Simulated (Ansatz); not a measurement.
The cell is COD entry 1509145, as deposited and not checked against the literature; nothing was relaxed.

An input for Ag: DFT, PBE, PAW with Ansatz's default frozen-core files, scalar-relativistic (Ansatz 0.2.0).

```yaml
crystal:
  lattice:
    - [2.9299980804, 0.0, 0.0]
    - [-1.4649990402, 2.5374527707, 0.0]
    - [0.0, 0.0, 4.79]
  atoms:
    - { symbol: Ag, position: [0.3333333333, 0.6666666667, 0.25] }
    - { symbol: Ag, position: [0.6666666667, 0.3333333333, 0.75] }
kpoints:
  mp_grid: { grid: [13, 13, 7] }
  band_path:
    path:
      - [0.0, 0.0, 0.0]
      - [0.5, 0.0, 0.0]
      - [0.3333333333, 0.3333333333, 0.0]
      - [0.0, 0.0, 0.0]
      - [0.0, 0.0, 0.5]
      - [0.5, 0.0, 0.5]
      - [0.3333333333, 0.3333333333, 0.5]
      - [0.0, 0.0, 0.5]
      - [0.5, 0.0, 0.5]
    npoints: 8
scf:
  occupations: { method: fermi_dirac, width: 0.03 }
hamiltonian:
  xc: pbe
  pseudopotentials: { kind: paw }
output:
  forces: true
  stress: true
  eigenvalues: true
  efg: { contact_densities: true }
  populations: true
  bader: true
  dos: { projected: true, de: 0.2, e_range: [-14, 8] }
```

Set-up and iterations as logged by Ansatz (the results part is left out, to be predicted):

```
Engine: ansatz 0.2.0
Pseudopotentials: kind: paw
Pseudopotential: Ag, paw, valence charge 19, recommended cutoff 420 eV (normal)
Functional definition: PBE
  parameter kappa = 0.804
  parameter beta = 0.06672455060314922
  exchange = pbe_x(kappa = kappa, mu = beta*pi^2/3)
  correlation = pbe_c(beta = beta)
Crystal: 2 atoms, lattice volume = 35.612 Å³
Basis set: ecut = 420 eV, 701 PW (Γ), exchange–correlation on 40×40×72 points (8 copies of the dense FFT grid, shifted against one another)
Bands: 23, of which v1, the nominal top of the filled ones, is band 19 counted from 1 (18 counted from 0)
Symmetry: 24 space group operations
Space group: P63/mmc (ITA 194), of the structure as read, at distance tolerance 3.3e-5 Å
k-points: 84 of 1183
Non-local potential: Ag, projectors of the file, l = 0: 3, l = 1: 2, l = 2: 2, l = 3: 1
PAW form: soft (Blöchl's): semilocal exchange-correlation on the pseudo side does not see the compensation charge
PAW one-centre angular grid: Ag, 590 points (default); XC on 64 Gauss nodes
Initial density: superposition of atomic densities (neutral atoms: chi_scale 0, normalization atom), corrected by the library's trained network
Initial wavefunctions: pseudopotential atomic-orbital guess
Functional: x = pbe(κ = 0.804, μ = 0.2195149727645171), c = pbe(β = 0.06672455060314922)
SCF iter   1: F=—  HF=-15181.103482 eV  |F-HF|=—  |Δ(HF+E_count)|=         —  Δρ=1.21e-3  dr2=1.13e-4  ethr=1.77e-3  ⟨swp⟩=5.2  Hψ=7354  notcnv=0
SCF iter   2: F=—  HF=-15181.104261 eV  |F-HF|=—  |Δ(HF+E_count)|=   7.79e-4  Δρ=7.10e-4  dr2=4.18e-5  ethr=2.99e-7  ⟨swp⟩=2.4  Hψ=4303  notcnv=0
SCF iter   3: F=—  HF=-15181.104385 eV  |F-HF|=—  |Δ(HF+E_count)|=   1.24e-4  Δρ=8.08e-5  dr2=9.45e-7  ethr=1.10e-7  ⟨swp⟩=2.0  Hψ=2852  notcnv=0
iter 4 did not close the SCF: its close was put off for the readings that it lacked (scf_convergence_deferred on its scf_iter line)
SCF iter   4: F=-15181.104386 eV  HF=-15181.104386 eV  |F-HF|=1.24e-7  |Δ(HF+E_count)|=   1.26e-6  Δρ=2.31e-5  dr2=6.07e-8  ethr=2.49e-9  ⟨swp⟩=2.0  Hψ=2849  notcnv=0
iter 5 did not close the SCF: its close was put off for the readings that it lacked (scf_convergence_deferred on its scf_iter line)
SCF iter   5: F=-15181.104386 eV  HF=-15181.104386 eV  |F-HF|=8.95e-10  |Δ(HF+E_count)|=   1.33e-7  Δρ=3.83e-6  dr2=4.45e-9  ethr=1.60e-10  ⟨swp⟩=2.0  Hψ=2768  notcnv=0
SCF iter   6: F=-15181.104386 eV  HF=-15181.104386 eV  |F-HF|=2.36e-11  |Δ(HF+E_count)|=   1.46e-9  Δρ=9.37e-7  dr2=3.00e-10  ethr=1.17e-11  ⟨swp⟩=1.6  Hψ=5279  notcnv=0
```

(1) What pressure will this run report?

(2) Is there a band gap?

Answers

(1) 0.23 GPa (positive in compression).

(2) none: bands cross the Fermi level, a metal.
